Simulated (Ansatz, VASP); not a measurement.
Y: VASP beside Ansatz

INCAR

```
ALGO = Normal
EDIFF = 1E-6
ENCUT = 520
GGA = PE
ISIF = 2
ISMEAR = -1
LASPH = T
LCHARG = F
LREAL = F
LWAVE = F
NBANDS = 12
NELM = 60
PREC = Accurate
SIGMA = 0.08
```

KPOINTS

```
k-points
0
Gamma
  12 12 12
```

Contents of POSCAR:

```
Y
1.0
    3.0822917252      0.0000000000      0.0000000000
    0.0000000000      3.0822917252      0.0000000000
    0.0000000000      0.0000000000      3.0822917252
Y
1
Direct
    0.0000000000      0.0000000000      0.0000000000
```

Input for Ansatz:

```yaml
crystal:
  lattice:
    - [3.0822917252, 0.0, 0.0]
    - [0.0, 3.0822917252, 0.0]
    - [0.0, 0.0, 3.0822917252]
  atoms:
    - { symbol: "Y", position: [0.0, 0.0, 0.0] }
kpoints:
  mp_grid: { grid: [12, 12, 12] }
scf:
  occupations: { method: fermi_dirac, width: 0.08 }
hamiltonian:
  xc: pbe
  pseudopotentials: { kind: paw }
output:
  forces: true
  stress: true
  eigenvalues: true
  populations: true
  write_density: true
  write_potential: true
  elf: true
  volumetric_format: npy
```

Change from the starting cell: volume scaled by 0.84, PAW files.

Alike in both runs: task single point; functional PBE; k mesh 12 × 12 × 12; occupations fermi-dirac, width 0.08 eV; no spin polarisation.

|  | VASP | Ansatz |
| --- | --- | --- |
| version | VASP 6.6.1 | Ansatz 0.2.0 |
| potentials or method | VASP PAW PBE potentials, release 64 (Y_sv) | PAW with Ansatz's default frozen-core files, scalar-relativistic |
| plane-wave cutoff (eV) | 520 | 420 |
| valence electrons in the cell | 11 | 11 |

```csv
,VASP,Ansatz,Ansatz less VASP
pressure (GPa),5.8,5.8,+0.04
```
